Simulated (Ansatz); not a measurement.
# HgTe: a single-point run

Aim: a sound single-point run of HgTe. The structure is shown as the input types it.

Computed with Ansatz 0.2.0 (DFT, PBEsol, all-electron LAPW, scalar-relativistic, unless a step's input says otherwise).

## 1. The starting structure

It takes space group F-43m (No. 216, cubic). The conventional cell has a = 6.447 Å, b = 6.447 Å, c = 6.447 Å, α = 90.00°, β = 90.00°, γ = 90.00°. Around Hg (site symmetry -43m) lie 4 Te at 2.79 Å. Te (site symmetry -43m) has 4 Hg at 2.79 Å as nearest neighbours.

Coordinates:

```
CELL_PARAMETERS angstrom
0.00000 3.22350 3.22350
3.22350 0.00000 3.22350
3.22350 3.22350 0.00000
ATOMIC_POSITIONS crystal
Hg 0.00000 0.00000 0.00000
Te 0.75000 0.75000 0.75000
```

## 2. Input and run

File input.yaml:

```yaml
crystal:
  lattice:
    - [0.0, 3.2235, 3.2235]
    - [3.2235, 0.0, 3.2235]
    - [3.2235, 3.2235, 0.0]
  atoms:
    - { symbol: Hg, position: [0.0, 0.0, 0.0] }
    - { symbol: Te, position: [0.75, 0.75, 0.75] }
kpoints:
  mp_grid: { grid: [9, 9, 9] }
  band_path:
    path:
      - [0.0, 0.0, 0.0]
      - [-0.5, -0.5, 0.0]
      - [-0.375, -0.375, 0.25]
      - [-0.375, 0.0, 0.375]
      - [0.0, 0.0, 0.0]
      - [0.0, 0.0, 0.5]
      - [-0.5, -0.25, 0.25]
      - [-0.5, -0.5, 0.0]
    npoints: 5
scf:
  occupations: { method: fermi_dirac, width: 2.0 }
  max_iter: 80
hamiltonian:
  xc: pbesol
  pseudopotentials: { kind: all_electron, lapw: { basis_error: 0.0005 } }
output:
  forces: true
  stress: true
  eigenvalues: true
```

Command:

```bash
> ansatz run input.yaml --threads 1 --pin off --max-ram 2048MiB --backend cpu --events-out ev --progress --plain --runs-dir out
```

**Question.** How will this run end, and is anything wrong with its input?

The program finished normally. Convergence says nothing about whether the input makes sense.

In the input, scf.occupations.width is 2.0. The width is far wider than usual, so occupations near the Fermi level are blurred and the entropy term grows. A Fermi-Dirac width of 2 eV is an electron temperature of 23200 K.

Run again and compare: set scf.occupations.width to 0.05.
